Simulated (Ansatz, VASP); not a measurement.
## Co12N (Co(0001)) in two plane-wave programs

Aim: how closely do two programs agree when they are given the same cell, functional and k mesh? The cell is taken from a series of runs on this material, whose earlier steps may have relaxed, scaled, displaced or heated it; both programs get it as it stands.

Calculated with Ansatz 0.2.0; plane waves, with VASP 6.6.1 beside it; single point at RPBE.

## Step 1: The structure

The cell holds 13 atoms: 12 Co and 1 N. Cell: a = 5.024 Å, b = 5.024 Å, c = 19.069 Å, α = 90.0°, β = 90.0°, γ = 60.0°. It derives from Co. As first built, before any earlier steps moved the atoms (in the runner's words): N over the bridge site of Co(0001). Vacuum lies along c.

As a file:

```
Co N
1.0
     5.02372    0.00000    0.00000
     2.51186    4.35067    0.00000
     0.00000    0.00000   19.06862
Co N
12 1
Direct
  0.00000 0.00000 0.39332
  0.50000 0.00000 0.39332
  0.00000 0.50000 0.39332
  0.50000 0.50000 0.39332
  0.83408 0.33273 0.49700
  0.33319 0.33273 0.49700
  0.83398 0.83203 0.49697
  0.33392 0.83216 0.49507
  0.99199 0.00341 0.60438
  0.50460 0.00341 0.60438
  0.00022 0.49956 0.59811
  0.50469 0.49062 0.60451
  0.33356 0.83288 0.65472
```

## Step 2: Ansatz: single point, RPBE

Ansatz runs on its default PAW (the set named soft_2) files.

With cell and atoms fixed, the geometry can't cause a difference; cores, projectors, grids and the points listed under the comparison can.

File input.yaml:

```yaml
crystal:
  lattice:
    - [5.023719364, 0.0, 0.0]
    - [2.511859682, 4.3506685907, 0.0]
    - [0.0, 0.0, 19.0686182875]
  atoms:
    - { symbol: Co, position: [0.0, 0.0, 0.39331638], spin: 2.0 }
    - { symbol: Co, position: [0.5, 0.0, 0.39331638], spin: 2.0 }
    - { symbol: Co, position: [0.0, 0.5, 0.39331638], spin: 2.0 }
    - { symbol: Co, position: [0.5, 0.5, 0.39331638], spin: 2.0 }
    - { symbol: Co, position: [0.8340838772, 0.3327302499, 0.4970049776], spin: 2.0 }
    - { symbol: Co, position: [0.333185863, 0.3327302499, 0.4970049776], spin: 2.0 }
    - { symbol: Co, position: [0.8339837362, 0.8320325176, 0.4969659273], spin: 2.0 }
    - { symbol: Co, position: [0.3339196, 0.83216079, 0.4950697232], spin: 2.0 }
    - { symbol: Co, position: [0.9919909505, 0.0034102662, 0.6043815251], spin: 2.0 }
    - { symbol: Co, position: [0.5045987834, 0.0034102662, 0.6043815251], spin: 2.0 }
    - { symbol: Co, position: [0.00022035, 0.4995592999, 0.5981134447], spin: 2.0 }
    - { symbol: Co, position: [0.5046894235, 0.4906211529, 0.6045130927], spin: 2.0 }
    - { symbol: "N", position: [0.3335610864, 0.8328778274, 0.6547169293] }
hamiltonian:
  xc: rpbe
  pseudopotentials: { kind: paw }
magnetization:
  spin_polarized: true
kpoints:
  mp_grid: { grid: [6, 6, 1] }
scf:
  occupations: { method: methfessel_paxton, width: 0.15 }
  n_extra_bands: 21
efield:
  axis: 3
  dipole_correction: true
  ramp_width: 0.04
output:
  forces: true
  eigenvalues: true
  write_density: true
  write_potential: true
  elf: true
  volumetric_format: npy
```

On the command line:

```bash
ansatz run input.yaml --threads 4 --pin off --max-ram 9216MiB --backend cpu --events-out ev --progress --plain --runs-dir out
```

Numbers of over 12 decimals in the logs are rounded to 6 here.

What it wrote:

```text
Warning: the band count 126 (scf.n_extra_bands) hosts the net moment |M| = 24.0000 μB (N_el = 209) but caps the reachable moment at 2·n_bands − N_el = 43.0000 μB, below the 140 bands that the automatic rule leaves for it — a moment growing past the seed, or the majority channel's smearing tail, pins there with fewer empty majority states than that count leaves; raise or omit scf.n_extra_bands unless the cap is intended
scf.n_extra_bands = 21 over 105 filled bands (N_el = 209.0): the run solves 126 bands
Engine: ansatz 0.2.0, x86_64-unknown-linux-gnu
Pseudopotentials: kind: paw
Pseudopotential: Co, paw, valence charge 17, recommended cutoff 420 eV (normal), Co.paw.azcp
Pseudopotential: N, paw, valence charge 5, recommended cutoff 420 eV (normal), N.paw.azcp
Functional definition: RPBE
  parameter kappa = 0.804
  parameter beta = 0.066725
  exchange = rpbe_x(kappa = kappa, mu = beta*pi^2/3)
  correlation = pbe_c(beta = beta)
Crystal: 13 atoms, lattice volume = 416.774 Å³
Basis set: ecut = 420 eV, 8193 PW (Γ), exchange–correlation on 72×72×256 points (8 copies of the dense FFT grid, shifted against one another)
Bands: 126, of which v1, the nominal top of the filled ones, is band 105 counted from 1 (104 counted from 0)
Symmetry: 2 space group operations
k-points: 13 of 36 (time reversal used)
Non-local potential: Co, projectors of the file, l = 0: 3, l = 1: 2, l = 2: 3, l = 3: 1
Non-local potential: N, projectors of the file, l = 0: 2, l = 1: 2, l = 2: 1
PAW form: soft (Blöchl's): semilocal exchange-correlation on the pseudo side does not see the compensation charge
PAW frozen core: Co, regenerated for the run's functional, and the local potential with it (the file was generated under x = pbe(κ = 0.804, μ = 0.219515), c = pbe(β = 0.066725))
PAW frozen core: N, regenerated for the run's functional, and the local potential with it (the file was generated under x = pbe(κ = 0.804, μ = 0.219515), c = pbe(β = 0.066725))
PAW one-centre angular grid: Co, 590 points (default); XC on 64 Gauss nodes
PAW one-centre angular grid: N, 110 points (default); XC on 64 Gauss nodes
Initial density: superposition of atomic densities (neutral atoms: chi_scale 0, normalization atom)
Starting moments: Σ|m| = 24 μB on 12 of 13 sites
Initial wavefunctions: pseudopotential atomic-orbital guess
Functional: x = rpbe, c = pbe(β = 0.066725)
SCF iter   1: F=—  HF=-61947.503279 eV  |F-HF|=—  |Δ(HF+E_count)|=         —  Δρ=3.99e-2 (↑2.81e-2 ↓3.99e-2)  dr2=1.91e1  dr2_m=1.16e0  M=22.214 μB ∫|m|=22.863 μB  β_m=1.00  ethr=3.10e-3  p=-0.000 e·Å  D=-3.84e-8 V/Å  ΔV_dip=0.00 eV  dr2_dipole=6.29e-1  V_vac-E_F(+/−)=7.17/7.17 eV  ⟨swp⟩=7.8  Hψ=16169  notcnv=0
Mixer restart at iter 1: flushing history
efield: sawtooth ramp at fractional position 0.0040 (placed from the atoms, in the widest stretch of the axis that holds none; the zero of the levels goes with the place), width 0.0400; the density the first Hamiltonian is built on has a dipole p = -0.000 e·Å; the dipole correction subtracts the counter field D = -3.84e-8 V/Å, which shifts the + side's vacuum level by +0.00 eV against the − side's; the planar-averaged density in the ramp window peaks in size at 1.8e-6 e/Å³
preconditioner: auto → LDOS  [metal: Δε(μ)=0.038 eV  Ē_g=4.994 eV  σ=0.150 eV  W_gap=0.14  n_scr=80 (ndim 8)  ℏωp=19.3 eV  f_vac=0.592  D(μ)=14.72/eV (n_scr^D=110)]
spin=Collinear: LDOS preconditioning applied to the charge; magnetization (m = ρ↑ − ρ↓) channel mixes plain (no charge-response kernel on spin).
SCF iter   2: F=—  HF=-61946.603362 eV  |F-HF|=—  |Δ(HF+E_count)|=   9.00e-1  Δρ=1.84e-2 (↑1.84e-2 ↓1.37e-2)  dr2=4.85e0  dr2_m=1.87e-1  M=21.557 μB ∫|m|=23.083 μB  β_m=0.36  ethr=3.10e-3  p=-0.003 e·Å  D=-1.33e-3 V/Å  ΔV_dip=0.03 eV  dr2_dipole=2.15e-1  V_vac-E_F(+/−)=6.33/6.30 eV  ⟨swp⟩=2.8  Hψ=5992  notcnv=0  defer=92
density mixer auto → msr1: a metal under ldos (density of states about μ 2.72 of a free-electron gas's, 80 screened modes)
SCF iter   3: F=—  HF=-61950.477760 eV  |F-HF|=—  |Δ(HF+E_count)|=    3.87e0  Δρ=1.65e-2 (↑1.65e-2 ↓1.10e-2)  dr2=1.64e0  dr2_m=4.75e-1  M=20.487 μB ∫|m|=22.413 μB  β_m=0.46  ethr=2.32e-3  p=-0.008 e·Å  D=-3.66e-3 V/Å  ΔV_dip=0.07 eV  dr2_dipole=1.21e-1  V_vac-E_F(+/−)=5.72/5.65 eV  ⟨swp⟩=2.1  Hψ=5161  notcnv=0  defer=92
SCF iter   4: F=—  HF=-61952.421549 eV  |F-HF|=—  |Δ(HF+E_count)|=    1.94e0  Δρ=1.44e-2 (↑1.15e-2 ↓1.44e-2)  dr2=4.11e-1  dr2_m=5.89e-1  M=19.410 μB ∫|m|=21.556 μB  β_m=0.73  ethr=7.84e-4  p=-0.023 e·Å  D=-1.02e-2 V/Å  ΔV_dip=0.19 eV  dr2_dipole=5.08e-2  V_vac-E_F(+/−)=5.37/5.18 eV  ⟨swp⟩=2.2  Hψ=4784  notcnv=0  defer=101
[...]
this state was not tested for a lower state beside it, because cold or Methfessel-Paxton smearing, or corrected tetrahedra, fill the levels in a way that the test cannot read (fill_not_monotonic; see scf.lower_state_search)
SCF converged after 23 iterations
Magnetization: 18.2138 μB (113.6069 up, 95.3931 down)
Absolute magnetization: 20.3622 μB (∫|ρ↑−ρ↓|, with the PAW one-centre terms)
Spin contamination: 0.4450 ħ² per cell (⟨S²⟩ above its minimum at these occupations)
Per-site moments (μB) at R_I (Å): [(1.797115, 0.999861), (1.797115, 0.999861), (1.808837, 1.009836), (1.796936, 0.997971), (1.742360, 0.994774), (1.742360, 0.994774), (1.741994, 0.994489), (1.876343, 0.997971), (0.910799, 0.729745), (0.910799, 0.729745), (1.839324, 0.994489), (0.915307, 0.730220), (-0.071667, 0.729745)]
Free energy (F): -61953.063280 eV
Harris-Foulkes:  -61953.063279 eV  (|F-HF|=7.80e-7)
Internal energy: -61953.074465 eV  (E = F + TS)
E sigma→0 (E₀):  -61953.066076 eV
Entropy (-TS):   0.011185 eV (0.860 meV/atom)
Fermi energy:    2.744851 eV
Dipole field:    D = -0.023438 V/Å  (p = -0.053983 e·Å, saw-weighted, corrected)
Work function:   Φ+ = 5.2853 eV   Φ− = 4.8384 eV
Levels:          The Fermi level and band energies are counted from a zero that moves with the ramp; work functions are not
--- Per-component energies (eV) ---
  E_band       = -6214.843438
  E_kinetic    = 5556.684622
  E_local      = -308660.231155  (includes V_loc(G=0)·N_el)
  E_nonlocal   = 5501.271869
  E_hartree    = 149902.289096
  E_xc         = -1959.913856
  E_vxc        = -2522.437717  (∫ρ·V_xc dr)
  E_paw        = -18377.740844  (= ΣΔE_a)
  E_vpaw       = -5892.590200  (= ΣTr[D̂ρ^β])
  E_aug_tail   = 0.001142  (compensation charges beyond the density's cutoff)
  E_efield     = 0.000633  (sawtooth field / dipole correction)
  E_vefield    = -2.118964  (∫n·V_field dr)
  E_ewald      = 106085.138156
  E_core_change = -0.574127  (= ΣΔE_core)
  E_smearing   = 0.011185  (= −TS)
  E_closure    = 0.000000  (closes the sum)
  Σ components = -61953.063280   (vs F -61953.063280, Δ=0.00e0)
--- Forces (eV/Å), atoms counted from 1 ---
  atom   1  Co    -0.03249964     0.01383248    -0.05451968
  atom   2  Co     0.03249964     0.01383248    -0.05451968
  atom   3  Co     0.00000000    -0.00431250     0.02619854
  atom   4  Co     0.00000000    -0.04777062    -0.05444243
  atom   5  Co     0.00726769     0.01090899     0.00132309
  atom   6  Co    -0.00726769     0.01090899     0.00132309
  atom   7  Co     0.00000000    -0.01054629     0.00297498
  atom   8  Co     0.00000000     0.01314042     0.02783827
  atom   9  Co     0.06420700    -0.03445946     0.04986698
  atom  10  Co    -0.06420700    -0.03445946     0.04986698
  atom  11  Co     0.00000000    -0.00763788     0.03480789
  atom  12  Co     0.00000000     0.08471172     0.04118601
  atom  13  N      0.00000000    -0.00814778    -0.07198269
  max |Σ_I F_I| component: 7.87e-5 eV/Å
--- Band table (eV; the first three rows and the last of 26) ---
  k-point 0 ↑: bands = [... 101 lower, 1.8885, 1.9104, 1.9110, 1.9416, 2.1408, 2.1410, 2.1562, 2.2192, ... 17 higher]
  k-point 1 ↑: bands = [... 101 lower, 1.7813, 1.7867, 1.8071, 1.8350, 1.8590, 1.9105, 2.0264, 2.0320, ... 17 higher]
  k-point 2 ↑: bands = [... 101 lower, 1.5609, 1.5992, 1.6097, 1.6328, 1.6937, 1.7753, 1.8268, 1.8822, ... 17 higher]
  k-point 12 ↓: bands = [... 101 lower, 3.2561, 3.3213, 3.3527, 3.4220, 3.4600, 3.5293, 3.5977, 3.6751, ... 17 higher]
```

(Continued in part 2 of 2.)

[Lines on the potential files, build, host, timing and source positions are cut from VASP's logs without a mark.]

[Logs are printed without paths, hosts, clocks, repeated set-up lines and the standing remarks that a program may print on its own settings, such as how far it seeks lower states.]

[Hosts, paths, dates, database ids (printed as entryN), source tags and the programs' standing remarks are cut or masked in the printed files.]
